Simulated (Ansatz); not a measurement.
## W: relaxation of cell and atoms with RPBE+D3(BJ)

Crystal: W.

```xyz
1
Lattice="-1.5823 1.5823 1.5823 1.5823 -1.5823 1.5823 1.5823 1.5823 -1.5823" Properties=species:S:1:pos:R:3 pbc="T T T"
W     0.0000    0.0000    0.0000
```

* Program: Ansatz 0.2.0
* Task: relaxation of cell and atoms
* Functional: RPBE
* Dispersion: D3(BJ)
* Potentials or basis: Ansatz PAW
* Cutoff: 420 eV (not typed: the program's choice for these potentials)
* k mesh: 12 × 12 × 12
* Occupations: fermi-dirac, width 0.05 eV
* Spin: no spin polarisation

The relaxed volume is 14.06 Å³/atom, the relaxed cell is a = 2.634 Å, b = 2.634 Å, c = 2.634 Å, α = 109.47°, β = 109.47°, γ = 109.47° and the space group after relaxing (to 0.05 Å) is Im-3m (No. 229). The energy gained by relaxing is 236.3 meV/atom, the ionic steps are 6 and the pressure after relaxing is 0.0 GPa. The band gap on the k mesh is none (metal or under the smearing width).

Step by step:
```
step  energy change (eV)  largest force (eV/Å)  volume (Å³)
   1              0.0000                0.0000        15.85
   2             -0.2209                0.0000        13.64
   3             -0.2367                0.0000        14.14
   4             -0.2373                0.0000        14.06
   5             -0.2373                0.0000        14.06
   6             -0.2363                0.0000        14.06
```

Final structure:
```
W
1.0
    -1.52047    1.52047    1.52047
     1.52047   -1.52047    1.52047
     1.52047    1.52047   -1.52047
W
1
Direct
  0.00000 0.00000 0.00000
```

Levels at points of the mesh, in eV from the Fermi level:
| k point | band 4 | band 5 | band 6 | band 7 | band 8 | band 9 | band 10 | band 11 |
| --- | --- | --- | --- | --- | --- | --- | --- | --- |
| (0.00, 0.00, 0.00) | -37.40 | -10.32 | -1.50 | -1.50 | -1.50 | 2.51 | 2.51 | 14.71 |
| (0.00, 0.00, -0.50) | -37.42 | -7.14 | -4.24 | 1.14 | 2.50 | 3.64 | 7.27 | 11.72 |
| (-0.50, -0.50, -0.50) | -38.70 | -6.92 | -6.92 | 6.05 | 6.05 | 6.05 | 9.25 | 9.25 |

Run time: 3.5 s on 2 threads of Intel(R) Xeon(R) Processor @ 2.70GHz, on a shared host, peak memory 0.32 GiB.

Caveat: the plane-wave basis is chosen anew once the cell has moved, so the energies of steps on either side of that aren't comparable; the volume moved by -11 % from the deposited cell, more than functionals usually miss; pairwise dispersion overbinds metals, which lowers pressure and volume; the PAW data sets come from PBE, with cores solved anew for the run's functional, which leaves a small shift of forces and pressure. The run has no spin-orbit coupling, so splittings on W are missing.
